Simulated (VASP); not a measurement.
# GaN (F-43m) in VASP: further runs

Runs on GaN. Level: LDA. Tasks: single point, relaxation of cell and atoms.

All numbers are computed with VASP 6.6.1; they aren't measurements. Logs are shortened: lines on timing, memory, paths and dates and some standing lists are left out, and cuts for length are marked.

**Measured values to compare with.**

A printed reference work, textbook reports, for a bulk crystal of GaN at 0 K: band gap 3.299 eV (direct).

How close the calculation comes is told below.

## 1. Starting point

Symmetry: F-43m, No. 216, cubic system. Conventional cell: a = 4.453 Å, b = 4.453 Å, c = 4.453 Å, α = 90.00°, β = 90.00°, γ = 90.00°. Ga (site symmetry -43m) has 4 N at 1.93 Å as nearest neighbours. Around N (site symmetry -43m) lie 4 Ga at 1.93 Å.

The cell is a database's computed one.

## 2. Single point, LDA

INCAR reads:

```
ALGO = Normal
EDIFF = 1E-6
ENCUT = 520
ISIF = 2
ISMEAR = 0
LASPH = T
LCHARG = F
LREAL = F
LWAVE = F
NBANDS = 16
NELM = 100
PREC = Accurate
SIGMA = 0.01
```

KPOINTS reads:

```
k-points
0
Gamma
  6 6 6
```

POSCAR reads:

```
GaN
1.0
    0.0000000000      2.2265212227      2.2265212227
    2.2265212227      0.0000000000      2.2265212227
    2.2265212227      2.2265212227      0.0000000000
Ga N
1 1
Direct
    0.0000000000      0.0000000000      0.0000000000
    0.7500000000      0.7500000000      0.7500000000
```

Potentials or basis: VASP PAW LDA potentials, release 64 (Ga_d, N).

The run is started by

```sh
cat potpaw_LDA.64/Ga_d/POTCAR potpaw_LDA.64/N/POTCAR > POTCAR
mpirun -np 1 vasp_std > vasp.out
```

OUTCAR:

```text
EDIFF = 1E-6
   ENCUT = 520
   ISIF = 2
   ISMEAR = 0
   LASPH = T
   LREAL = F
   NELM = 100
   PREC = Accurate

 ion  position               nearest neighbor table
   1  0.000  0.000  0.000-   2 1.93   2 1.93   2 1.93   2 1.93
   2  0.750  0.750  0.750-   1 1.93   1 1.93   1 1.93   1 1.93

  LATTYP: Found a face centered cubic cell.
 ALAT       =     4.4530424454

  Lattice vectors:

 A1 = (   0.0000000000,   2.2265212227,   2.2265212227)
 A2 = (   2.2265212227,   0.0000000000,   2.2265212227)
 A3 = (   2.2265212227,   2.2265212227,   0.0000000000)

Analysis of symmetry for initial positions (statically):
=====================================================================
 Subroutine PRICEL returns:
 Original cell was already a primitive cell.

 Routine SETGRP: Setting up the symmetry group for a
 face centered cubic supercell.

 Subroutine GETGRP returns: Found 24 space group operations
 (whereof 24 operations were pure point group operations)
 out of a pool of 48 trial point group operations.

The static configuration has the point symmetry T_d .

Analysis of symmetry for dynamics (positions and initial velocities):
=====================================================================
 Subroutine PRICEL returns:
 Original cell was already a primitive cell.

 Routine SETGRP: Setting up the symmetry group for a
 face centered cubic supercell.

 Subroutine GETGRP returns: Found 24 space group operations
 (whereof 24 operations were pure point group operations)
 out of a pool of 48 trial point group operations.

The dynamic configuration has the point symmetry T_d .

 Subroutine INISYM returns: Found 24 space group operations
 (whereof 24 operations are pure point group operations),
 and found     1 'primitive' translations

----------------------------------------------------------------------------------------

                                     Primitive cell

  volume of cell :      22.0755

  direct lattice vectors                    reciprocal lattice vectors
     0.000000000  2.226521223  2.226521223    -0.224565567  0.224565567  0.224565567
     2.226521223  0.000000000  2.226521223     0.224565567 -0.224565567  0.224565567
     2.226521223  2.226521223  0.000000000     0.224565567  0.224565567 -0.224565567

  length of vectors
     3.148776510  3.148776510  3.148776510     0.388958971  0.388958971  0.388958971

  position of ions in fractional coordinates (direct lattice)
     0.000000000  0.000000000  0.000000000
     0.750000000  0.750000000  0.750000000

  ion indices of the primitive-cell ions
   primitive index   ion index
                 1           1
                 2           2

----------------------------------------------------------------------------------------

 KPOINTS: k-points

Automatic generation of k-mesh.
 Grid dimensions read from file:
 generate k-points for:    6    6    6

 Generating k-lattice:

  Cartesian coordinates                     Fractional coordinates (reciprocal lattice)
    -0.037427594  0.037427594  0.037427594     0.166666667  0.000000000  0.000000000
     0.037427594 -0.037427594  0.037427594     0.000000000  0.166666667  0.000000000
     0.037427594  0.037427594 -0.037427594     0.000000000  0.000000000  0.166666667

  Length of vectors
     0.064826495  0.064826495  0.064826495

  Shift w.r.t. Gamma in fractional coordinates (k-lattice)
     0.000000000  0.000000000  0.000000000

 Subroutine IBZKPT returns following result:
 ===========================================

 Found     16 irreducible k-points:

 Following reciprocal coordinates:
            Coordinates               Weight
  0.000000  0.000000  0.000000      1.000000
  0.166667  0.000000  0.000000      8.000000
  0.333333  0.000000  0.000000      8.000000
  0.500000  0.000000  0.000000      4.000000
  0.166667  0.166667  0.000000      6.000000
  0.333333  0.166667  0.000000     24.000000
[... 8 lines left out ...]
 -0.333333  0.333333  0.166667     24.000000
 -0.333333  0.500000  0.166667     12.000000
   k-points           NKPTS =     16   k-points in BZ     NKDIM =     16   number of bands    NBANDS=     16
   number of dos      NEDOS =    301   number of ions     NIONS =      2
   total plane-waves  NPLWV =  13824
   dimension x,y,z NGX =    24 NGY =   24 NGZ =   24
   dimension x,y,z NGXF=    48 NGYF=   48 NGZF=   48
   ions per type =               1   1
   NGX,Y,Z   is equivalent  to a cutoff of  12.67, 12.67, 12.67 a.u.
   NGXF,Y,Z  is equivalent  to a cutoff of  25.34, 25.34, 25.34 a.u.
 SYSTEM =  unknown system
   PREC   = accura    normal or accurate (medium, high low for compatibility)
   ISTART =      0    job   : 0-new  1-cont  2-samecut
   ICHARG =      2    charge: 1-file 2-atom 10-const
   ISPIN  =      1    spin polarized calculation?
   LNONCOLLINEAR =      F non collinear calculations
   LSORBIT =      F    spin-orbit coupling
   LASPH  =      T    aspherical Exc in radial PAW
   ENCUT  =  520.0 eV  38.22 Ry    6.18 a.u.   5.85  5.85  5.85*2*pi/ulx,y,z
   NELM   =    100;   NELMIN=  2; NELMDL= -5     # of ELM steps
   EDIFF  = 0.1E-05   stopping-criterion for ELM
   LREAL  =      F    real-space projection
   EDIFFG = 0.1E-04   stopping-criterion for IOM
   NSW    =      0    number of steps for IOM
   IBRION =     -1    ionic relax: 0-MD 1-quasi-New 2-CG
   NFREE  =      0    steps in history (QN), initial steepest desc. (CG)
   ISIF   =      2    stress and relaxation
   ISYM   =      2    0-nonsym 1-usesym 2-fastsym
   POTIM  = 0.5000    time-step for ionic-motion
   TEBEG  =    0.0;   TEEND  =   0.0 temperature during run
   PSTRESS=    0.0 pullay stress
   NELECT =      18.0000    total number of electrons
   NUPDOWN=      -1.0000    fix difference up-down
   EMIN   =  10.00;   EMAX   =-10.00  energy-range for DOS
   EFERMI =   0.00;   METHOD = LEGACY
   ISMEAR =     0;   SIGMA  =   0.01  broadening in eV -4-tet -1-fermi 0-gaus
   EFERMI_NEDOS =   21; number of points for ismear=-14 and -15
   IALGO  =     38    algorithm
   IMIX   =      4    mixing-type and parameters
     AMIX     =   0.40;   BMIX     =  1.00
     AMIX_MAG =   1.60;   BMIX_MAG =  1.00
  volume/ion in A,a.u.               =      11.04        74.49
  Fermi-wavevector in a.u.,A,eV,Ry     =   1.529427  2.890198 31.826037  2.339148
  Thomas-Fermi vector in A             =   2.637050
   LORBIT       =      0    0 simple, 1 ext, 2 COOP (PROOUT), +10 PAW based schemes
   GGA     = CA    functional components
   LHFCALC =     F    Hartree Fock is set to
   AEXX    =    0.0000 exact exchange contribution
   IVDW    =     0    specifies the selected vdW correction
   LEPSILON=     F    determine dielectric tensor
   LRPA    =     F    only Hartree local field effects (RPA)
 non-spin polarized calculation
 Gauss-broadening in eV      SIGMA  =   0.01
  energy-cutoff  :      520.00
  volume of cell :       22.08
 maximum number of plane-waves:       609
   NGX = 11   NGY = 11   NGZ = 11

 number of electron      18.0000015 magnetization

 Free energy of the ion-electron system (eV)
  ---------------------------------------------------
  ext. energy  EPLUGINS =         0.00000000
  ---------------------------------------------------
  free energy    TOTEN  =       -13.93904010 eV

  energy without entropy =      -13.93904010  energy(sigma->0) =      -13.93904010

 E-fermi :   5.5114     XC(G=0): -12.3117

 val. band max:        5.4423178137   @ k =   0.0000   0.0000   0.0000
 cond. band min:       7.4222082157   @ k =   0.0000   0.0000   0.0000
 fundamental gap:      1.9798904020
 Fermi energy:         5.5113996946

 k-point     1 :       0.0000    0.0000    0.0000
  band No.  band energies     occupation
      1     -10.6813      2.00000
      2      -8.1548      2.00000
      3      -8.1548      2.00000
      4      -8.1548      2.00000
      5      -7.7989      2.00000
      6      -7.7989      2.00000
[... 8 lines left out ...]
     15      24.3921      0.00000
     16      24.3921      0.00000

 k-point     2 :       0.1667    0.0000    0.0000
  band No.  band energies     occupation
      1     -10.3710      2.00000
      2      -8.1172      2.00000
      3      -8.1172      2.00000
      4      -8.0282      2.00000
      5      -7.8008      2.00000
      6      -7.8008      2.00000
[... 8 lines left out ...]
     15      22.4594      0.00000
     16      22.4594      0.00000

 k-point     3 :       0.3333    0.0000    0.0000
  band No.  band energies     occupation
      1      -9.8593      2.00000
      2      -8.0674      2.00000
      3      -8.0674      2.00000
      4      -7.7762      2.00000
      5      -7.7762      2.00000
      6      -7.3146      2.00000
[... 8 lines left out ...]
     15      23.2650      0.00000
     16      23.2650      0.00000

 k-point     4 :       0.5000    0.0000    0.0000
  band No.  band energies     occupation
      1      -9.7012      2.00000
      2      -8.0582      2.00000
      3      -8.0582      2.00000
      4      -7.7467      2.00000
      5      -7.7467      2.00000
      6      -6.4185      2.00000
[... 8 lines left out ...]
     15      25.3300      0.00000
     16      25.3300      0.00000
[... 172 lines left out ...]
 k-point    14 :       0.5000    0.3333    0.1667
  band No.  band energies     occupation
      1      -9.6258      2.00000
      2      -8.0067      2.00000
      3      -7.9854      2.00000
      4      -7.8661      2.00000
      5      -7.7589      2.00000
      6      -6.5865      2.00000
[... 8 lines left out ...]
     15      25.5521      0.00000
     16      28.2697      0.00000

 k-point    15 :      -0.3333    0.3333    0.1667
  band No.  band energies     occupation
      1      -9.5534      2.00000
      2      -8.0239      2.00000
      3      -7.9495      2.00000
      4      -7.8259      2.00000
      5      -7.7741      2.00000
      6      -5.8640      2.00000
[... 8 lines left out ...]
     15      24.4973      0.00000
     16      28.6205      0.00000

 k-point    16 :      -0.3333    0.5000    0.1667
  band No.  band energies     occupation
      1      -9.5193      2.00000
      2      -8.0184      2.00000
      3      -7.9284      2.00000
      4      -7.8083      2.00000
      5      -7.7555      2.00000
      6      -5.6954      2.00000
[... 8 lines left out ...]
     15      26.3102      0.00000
     16      28.9423      0.00000

------------------------ aborting loop because EDIFF is reached ----------------------------------------

  FORCE on cell =-STRESS in cart. coord.  units (eV):
  Direction    XX          YY          ZZ          XY          YZ          ZX
  --------------------------------------------------------------------------------------
  -------------------------------------------------------------------------------------
  Total        0.1946261      0.1946261      0.1946261     -0.0000000     -0.0000000     -0.0000000
  in kB       14.1254157     14.1254157     14.1254157     -0.0000000     -0.0000000     -0.0000000
  external PRESSURE =      14.1254157 kB  Pullay stress =       0.0000000 kB

 VOLUME and BASIS-vectors are now :
 -----------------------------------------------------------------------------
  energy-cutoff  :      520.00
  volume of cell :       22.08
      direct lattice vectors                 reciprocal lattice vectors
     0.000000000  2.226521223  2.226521223    -0.224565567  0.224565567  0.224565567
     2.226521223  0.000000000  2.226521223     0.224565567 -0.224565567  0.224565567
     2.226521223  2.226521223  0.000000000     0.224565567  0.224565567 -0.224565567

 POSITION                                       TOTAL-FORCE (eV/Angst)
 -----------------------------------------------------------------------------------
      0.00000      0.00000      0.00000        -0.000000     -0.000000     -0.000000
      3.33978      3.33978      3.33978         0.000000      0.000000      0.000000
 -----------------------------------------------------------------------------------
    total drift:                               -0.000002     -0.000002     -0.000002

  FREE ENERGIE OF THE ION-ELECTRON SYSTEM (eV)
  ---------------------------------------------------
  free  energy   TOTEN  =       -13.9390401000 eV

  energy  without entropy=      -13.9390401000  energy(sigma->0) =      -13.93904010
```

Run time: 4.3 s. Hardware: 1 thread of AMD EPYC 9R14 (Zen 4), shared host; peak memory 0.1 GiB.

Results:

```yaml
Free_energy: -13.9390 eV
Pressure: 1.4 GPa
Band_gap_on_the_k_mesh: 1.98 eV, direct
```

Levels at points of the mesh, in eV from the valence-band top:
| k point | band 5 | band 6 | band 7 | band 8 | band 9 | band 10 | band 11 | band 12 | band 13 | band 14 |
| --- | --- | --- | --- | --- | --- | --- | --- | --- | --- | --- |
| (0.00, 0.00, 0.00) | -13.24 | -13.24 | 0.00 | 0.00 | 0.00 | 1.98 | 10.33 | 10.33 | 10.33 | 17.79 |
| (0.50, 0.00, 0.00) | -13.19 | -11.86 | -7.36 | -1.03 | -1.03 | 4.79 | 8.78 | 10.39 | 10.39 | 15.69 |
| (0.50, 0.50, 0.00) | -13.16 | -11.39 | -6.36 | -2.86 | -2.86 | 3.25 | 6.69 | 11.76 | 14.14 | 14.14 |

## 3. Relaxation of cell and atoms, LDA

This run uses another cell than the first one, of 11.44 Å³/atom, 1.037 times its volume.

INCAR reads:

```
PREC     = Accurate       # precision mode
ENCUT    = 600            # plane-wave cutoff, eV
EDIFF    = 1E-7           # SCF threshold, eV
ISMEAR   = 0              # smearing method
SIGMA    = 0.01           # smearing width, eV
LREAL    = False          # projectors in reciprocal space
LASPH    = True           # aspherical terms in the spheres
NELM     = 100            # most SCF steps
ALGO     = Fast           # electronic algorithm
ISIF     = 3              # what is computed and relaxed
LWAVE    = False          # write WAVECAR
LCHARG   = False          # write CHGCAR
IBRION   = 2              # ionic algorithm
NSW      = 60             # ionic steps
EDIFFG   = -0.02          # ionic threshold
```

KPOINTS reads:

```
Automatic mesh
0
Gamma
  6 6 6
```

POSCAR reads:

```
GaN
1.0
    0.0000000000      2.2535006100      2.2535006100
    2.2535006100      0.0000000000      2.2535006100
    2.2535006100      2.2535006100      0.0000000000
Ga N
1 1
Direct
    0.0000000000      0.0000000000      0.0000000000
    0.7500000000      0.7500000000      0.7500000000
```

Potentials or basis: VASP PAW LDA potentials, release 64 (Ga_d, N).

The run is started by

```sh
cat potpaw_LDA.64/Ga_d/POTCAR potpaw_LDA.64/N/POTCAR > POTCAR
mpirun -np 1 vasp_std > vasp.out
```

Wall time 18 s (1 thread of AMD EPYC 9R14 (Zen 4), shared host); peak memory 0.12 GiB.

The run converged. Its results:

* Free energy: -13.9409 eV
* Relaxed volume: 11.09 Å³/atom
* Relaxed cell: a = 3.154 Å, b = 3.154 Å, c = 3.154 Å, α = 60.00°, β = 60.00°, γ = 60.00°
* Space group after relaxing (to 0.05 Å): F-43m (No. 216)
* Energy gained by relaxing: 6.1 meV/atom
* Ionic steps: 4
* Pressure after relaxing: 0.3 GPa
* Band gap on the k mesh: 1.95 eV, direct

Step by step:
```tsv
step	energy change (eV)	largest force (eV/Å)	pressure (GPa)	volume (Å³)
1	0.0000	0.0000	-5.64	22.89
2	-0.0002	0.0000	6.22	21.58
3	-0.0122	0.0000	-0.30	22.22
4	-0.0122	0.0000	0.28	22.19
```

Final structure:
```
CELL_PARAMETERS angstrom
0.00000 2.23022 2.23022
2.23022 0.00000 2.23022
2.23022 2.23022 0.00000
ATOMIC_POSITIONS crystal
Ga 0.00000 0.00000 0.00000
N 0.75000 0.75000 0.75000
```

Levels at points of the mesh, in eV from the valence-band top:
| k point | band 6 | band 7 | band 8 | band 9 | band 10 | band 11 | band 12 | band 13 |
| --- | --- | --- | --- | --- | --- | --- | --- | --- |
| (0.00, 0.00, 0.00) | -13.24 | 0.00 | 0.00 | 0.00 | 1.95 | 10.30 | 10.30 | 10.30 |
| (0.50, 0.00, 0.00) | -11.86 | -7.33 | -1.02 | -1.02 | 4.75 | 8.75 | 10.36 | 10.36 |
| (0.50, 0.50, 0.00) | -11.39 | -6.34 | -2.85 | -2.85 | 3.25 | 6.66 | 11.72 | 14.08 |

## 4. Against experiment

Step 2. Against the measured gap of GaN, 3.299 eV (direct; 0 K; a printed reference work, textbook), the calculated 1.98 eV is off by -1.32 eV. Spin-orbit coupling on Ga is left out. The value is that of LDA, without temperature or zero-point motion. Semilocal functionals fall short of measured gaps as a rule. The cell is a database's relaxed one, not the measured one, which moves gaps too.
